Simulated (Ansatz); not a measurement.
Here is an Ansatz 0.2.0 calculation.

The input input.yaml:

```yaml
crystal:
  lattice:
    - [0.0, 3.231, 3.231]
    - [3.231, 0.0, 3.231]
    - [3.231, 3.231, 0.0]
  atoms:
    - { symbol: Pb, position: [0.0, 0.0, 0.0] }
    - { symbol: Te, position: [0.5, 0.5, 0.5] }
kpoints:
  mp_grid: { grid: [7, 7, 7] }
scf:
  occupations: { method: gaussian, width: 0.015 }
hamiltonian:
  xc: pbe
  pseudopotentials: { kind: all_electron, lapw: { basis_error: 0.001 } }
output:
  forces: true
  stress: true
  eigenvalues: true
```

Potentials or basis: all-electron LAPW, scalar-relativistic.

Launch:

```bash
$ ansatz run input.yaml --threads 1 --pin off --max-ram 3072MiB --backend cpu --events-out ev --progress --plain --runs-dir out
```

Problem. What does it give for the pressure?

Solution. 2.1 GPa.

Caveat: this odd mesh misses L, where the gap lies, so gap, dielectric constants and Born charges aren't listed. Spin-orbit coupling is left out, which matters for the levels of Pb, Te.
